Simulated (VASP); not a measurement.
## HfO2: single point with PBEsol

The system is HfO2.

```
Hf O
1.0
     5.01352    0.00000    0.00000
     0.00000    5.07984    0.00000
    -0.84113    0.00000    5.10743
Hf O
4 8
Direct
  0.27550 0.46030 0.70800
  0.72450 0.96030 0.79200
  0.72450 0.53970 0.29200
  0.27550 0.03970 0.20800
  0.07420 0.16840 0.84670
  0.92580 0.66840 0.65330
  0.92580 0.83160 0.15330
  0.07420 0.33160 0.34670
  0.44870 0.74190 0.98010
  0.55130 0.24190 0.51990
  0.55130 0.25810 0.01990
  0.44870 0.75810 0.48010
```

```yaml
Program: VASP 6.6.1
Task: single point
Functional: PBEsol
Potentials_or_basis: VASP PAW PBE potentials, release 64 (Hf_pv, O)
Cutoff: 520 eV
k_mesh: 5 × 5 × 5
Occupations: fermi-dirac, width 0.05 eV
Spin: no spin polarisation
Dipole_correction: no
Further_INCAR_settings: ALGO = Fast; EDIFF = 1e-07; NBANDS = 56
```

```json
{
  "Pressure": "12.2 GPa",
  "Largest force": "0.619 eV/Å",
  "Band gap on the k mesh": "4.27 eV, indirect (least direct gap 4.32 eV)"
}
```

Forces on the atoms (eV/Å):
```
Hf   0.543  0.098  0.199
Hf  -0.543  0.098 -0.199
Hf  -0.543 -0.098 -0.199
Hf   0.543 -0.098  0.199
O   -0.508 -0.242 -0.258
O    0.508 -0.242  0.258
O    0.508  0.242  0.258
O   -0.508  0.242 -0.258
O   -0.273  0.060 -0.004
O    0.273  0.060  0.004
O    0.273 -0.060  0.004
O   -0.273 -0.060 -0.004
```

Stress tensor (GPa, compression positive):
```
12.28  0.00  0.95
 0.00 12.00  0.00
 0.95  0.00 12.31
```

Levels at points of the mesh, in eV from the valence-band top:
```csv
k point,band 40,band 41,band 42,band 43,band 44,band 45,band 46,band 47,band 48,band 49
"(0.00, 0.00, 0.00)",-1.01,-0.55,-0.45,-0.10,0.00,4.66,5.31,5.51,5.76,5.96
```

Wall time 3.5 min on 1 thread of AMD EPYC 9R45 (Zen 5) (shared host), peak memory 0.34 GiB.

The gap isn't set beside the measured one, since this odd mesh misses points on the zone boundary.

Caveat: the PAW data sets were made with another functional, which shifts forces and pressure a little; spin-orbit coupling is left out, which moves the levels of the heavy elements; an odd mesh through Γ misses points on the zone boundary, where band edges often lie.
